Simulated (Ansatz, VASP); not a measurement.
**SrCl2 in VASP and in Ansatz**

Contents of INCAR:

```
SYSTEM = SrCl2
PREC = Accurate
ENCUT = 520
EDIFF = 1E-7
ISMEAR = -1
SIGMA = 0.05
LREAL = .FALSE.
LASPH = .TRUE.
NELM = 100
ALGO = Normal
ISIF = 2
LWAVE = .FALSE.
LCHARG = .FALSE.
GGA = PE
NBANDS = 19
```

The input KPOINTS:

```
regular mesh
0
G
  7 7 7
  0 0 0
```

POSCAR

```
SrCl2
1.0
    0.0000000000      3.5342546063      3.5342546063
    3.5342546063      0.0000000000      3.5342546063
    3.5342546063      3.5342546063      0.0000000000
Sr Cl
1 2
Direct
    0.0000000000      0.0000000000      0.0000000000
    0.7500000000      0.7500000000      0.7500000000
    0.2500000000      0.2500000000      0.2500000000
```

Contents of input.yaml:

```yaml
crystal:
  lattice:
    - [0.0, 3.5342546063, 3.5342546063]
    - [3.5342546063, 0.0, 3.5342546063]
    - [3.5342546063, 3.5342546063, 0.0]
  atoms:
    - { symbol: Sr, position: [0.0, 0.0, 0.0] }
    - { symbol: Cl, position: [0.75, 0.75, 0.75] }
    - { symbol: Cl, position: [0.25, 0.25, 0.25] }
hamiltonian:
  xc: pbe
  pseudopotentials: { kind: paw }
kpoints:
  mp_grid: { grid: [7, 7, 7] }
scf:
  occupations: { method: fermi_dirac, width: 0.05 }
output:
  forces: true
  stress: true
  eigenvalues: true
  write_density: true
  write_potential: true
  elf: true
  volumetric_format: npy
```

Change from the starting cell: volume scaled by 1.04.

Alike in both runs: task single point; functional PBE; k mesh 7 × 7 × 7; occupations fermi-dirac, width 0.05 eV; no spin polarisation.

|  | VASP | Ansatz |
| --- | --- | --- |
| version | VASP 6.6.1 | Ansatz 0.2.0 |
| potentials or method | VASP PAW PBE potentials, release 64 (Sr_sv, Cl) | Ansatz PAW |
| plane-wave cutoff (eV) | 520 | 420 |
| valence electrons in the cell | 24 | 24 |

```csv
,VASP,Ansatz,Ansatz less VASP
gap on the k mesh at the Fermi level (eV),5.22,5.22,+0.004
least direct gap on the mesh (eV),5.51,5.51,+0.001
pressure (GPa),-0.3,-0.4,-0.07
```

Caveats: an odd mesh through Γ misses points on the zone boundary, where band edges often lie (VASP); odd divisions of the mesh miss points on the zone boundary, where band edges often lie, so the gap on the mesh can be too wide (Ansatz).
